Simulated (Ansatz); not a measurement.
**How far is PAW off for InSb?**

```
In Sb
1.0
     0.00000    3.09067    3.04442
     3.09067    0.00000    3.04442
     3.09067    3.09067    0.00000
In Sb
1 1
Direct
  0.00000 0.00000 0.00000
  0.50000 0.50000 0.50000
```

Atoms are numbered in the order listed.

The structure comes from a relaxation in the same program, started in the rocksalt type. Whether it is a known phase or the ground state wasn't checked. The listed cell was then made from it by scaling, straining or moving an atom.

Spin–orbit coupling is left out, though it moves levels of the heavy atoms by tenths of an eV or more.

Methods: DFT, PBE, PAW with Ansatz's default frozen-core files, scalar-relativistic (Ansatz 0.2.0); DFT, PBE, all-electron LAPW, scalar-relativistic (Ansatz 0.2.0).

For PAW: a Γ-centred 12×12×12 k mesh, Fermi–Dirac smearing of 0.08 eV, cutoff 420 eV, no spin polarisation. LAPW targets a basis error of 0.25 meV/atom. The Ansatz runs share mesh, smearing and spin set-up. Plane-wave (PAW) pressures include the program's estimate of the Pulay term.

Stress and pressure are positive in compression.

The change that made this cell: z strained by -1 % at fixed volume.

PAW results:

```csv
quantity,PAW
pressure (GPa),0.01
stress xx (GPa),-0.43
stress zz (GPa),0.89
```

Question: What does full-potential LAPW give for the same quantities?

Answer: 
```
       quantity   LAPW
 pressure (GPa)   0.02
stress xx (GPa)  -0.42
stress zz (GPa)   0.90
```
